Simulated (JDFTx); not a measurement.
A run of JDFTx 1.7.0 (patched build):

Contents of bands.in:

```
lattice \
    0.0000000000     3.0000000000     3.0000000000 \
    3.0000000000     0.0000000000     3.0000000000 \
    3.0000000000     3.0000000000     0.0000000000
latt-scale 1.889726124626 1.889726124626 1.889726124626
coords-type Lattice
ion Au     0.0000000000     0.0000000000     0.0000000000 1
ion Al     0.7500000000     0.7500000000     0.7500000000 1
ion Al     0.2500000000     0.2500000000     0.2500000000 1

ion-species pseudo/Au.upf
ion-species pseudo/Al.upf
elec-cutoff 38 304
elec-ex-corr gga-PBE
elec-smearing Fermi 0.0018374661
elec-n-bands 38
spintype spin-orbit
electronic-minimize nIterations 30 energyDiffThreshold 1e-06
davidson-band-ratio 1.3
forces-output-coords Cartesian
include path.kpoints
symmetries none
fix-electron-density run.$VAR

dump-name bands.$VAR
dump End Ecomponents EigStats BandEigs Kpoints Forces
```

Contents of path.kpoints:

```
kpoint +0.0000000000 +0.0000000000 +0.0000000000 0.020000000000
kpoint +0.0714285714 +0.0000000000 +0.0714285714 0.020000000000
kpoint +0.1428571429 +0.0000000000 +0.1428571429 0.020000000000
kpoint +0.2142857143 +0.0000000000 +0.2142857143 0.020000000000
kpoint +0.2857142857 +0.0000000000 +0.2857142857 0.020000000000
kpoint +0.3571428571 +0.0000000000 +0.3571428571 0.020000000000
kpoint +0.4285714286 +0.0000000000 +0.4285714286 0.020000000000
kpoint +0.5000000000 +0.0000000000 +0.5000000000 0.020000000000
kpoint +0.5000000000 +0.0833333333 +0.5833333333 0.020000000000
kpoint +0.5000000000 +0.1666666667 +0.6666666667 0.020000000000
kpoint +0.5000000000 +0.2500000000 +0.7500000000 0.020000000000
kpoint +0.4375000000 +0.3125000000 +0.7500000000 0.020000000000
kpoint +0.3750000000 +0.3750000000 +0.7500000000 0.020000000000
kpoint +0.3281250000 +0.3281250000 +0.6562500000 0.020000000000
kpoint +0.2812500000 +0.2812500000 +0.5625000000 0.020000000000
kpoint +0.2343750000 +0.2343750000 +0.4687500000 0.020000000000
kpoint +0.1875000000 +0.1875000000 +0.3750000000 0.020000000000
kpoint +0.1406250000 +0.1406250000 +0.2812500000 0.020000000000
kpoint +0.0937500000 +0.0937500000 +0.1875000000 0.020000000000
kpoint +0.0468750000 +0.0468750000 +0.0937500000 0.020000000000
kpoint +0.0000000000 +0.0000000000 +0.0000000000 0.020000000000
kpoint +0.0833333333 +0.0833333333 +0.0833333333 0.020000000000
kpoint +0.1666666667 +0.1666666667 +0.1666666667 0.020000000000
kpoint +0.2500000000 +0.2500000000 +0.2500000000 0.020000000000
kpoint +0.3333333333 +0.3333333333 +0.3333333333 0.020000000000
kpoint +0.4166666667 +0.4166666667 +0.4166666667 0.020000000000
kpoint +0.5000000000 +0.5000000000 +0.5000000000 0.020000000000
kpoint +0.5250000000 +0.4500000000 +0.5250000000 0.020000000000
kpoint +0.5500000000 +0.4000000000 +0.5500000000 0.020000000000
kpoint +0.5750000000 +0.3500000000 +0.5750000000 0.020000000000
kpoint +0.6000000000 +0.3000000000 +0.6000000000 0.020000000000
kpoint +0.6250000000 +0.2500000000 +0.6250000000 0.020000000000
kpoint +0.5625000000 +0.2500000000 +0.6875000000 0.020000000000
kpoint +0.5000000000 +0.2500000000 +0.7500000000 0.020000000000
kpoint +0.5000000000 +0.2916666667 +0.7083333333 0.020000000000
kpoint +0.5000000000 +0.3333333333 +0.6666666667 0.020000000000
kpoint +0.5000000000 +0.3750000000 +0.6250000000 0.020000000000
kpoint +0.5000000000 +0.4166666667 +0.5833333333 0.020000000000
kpoint +0.5000000000 +0.4583333333 +0.5416666667 0.020000000000
kpoint +0.5000000000 +0.5000000000 +0.5000000000 0.020000000000
kpoint +0.4791666667 +0.4791666667 +0.5416666667 0.020000000000
kpoint +0.4583333333 +0.4583333333 +0.5833333333 0.020000000000
kpoint +0.4375000000 +0.4375000000 +0.6250000000 0.020000000000
kpoint +0.4166666667 +0.4166666667 +0.6666666667 0.020000000000
kpoint +0.3958333333 +0.3958333333 +0.7083333333 0.020000000000
kpoint +0.3750000000 +0.3750000000 +0.7500000000 0.020000000000
kpoint +0.6250000000 +0.2500000000 +0.6250000000 0.020000000000
kpoint +0.5833333333 +0.1666666667 +0.5833333333 0.020000000000
kpoint +0.5416666667 +0.0833333333 +0.5416666667 0.020000000000
kpoint +0.5000000000 +0.0000000000 +0.5000000000 0.020000000000
```

Potentials or basis: PseudoDojo-FR-PBE-0.4-standard with smoothed tails.

Run with:

```console
$ jdftx -c 1 -i bands.in -o bands.out
```

Hardware: 1 thread of Intel(R) Xeon(R) Platinum 8488C (Sapphire Rapids), with other jobs on the host.

**Question.** How long does it take, and how much memory?

**Answer.** It took 2.6 min on 1 thread of Intel(R) Xeon(R) Platinum 8488C (Sapphire Rapids), on a shared host, peak memory 0.37 GiB. Counts: scf iterations 0, bands 38, plane waves 4078.
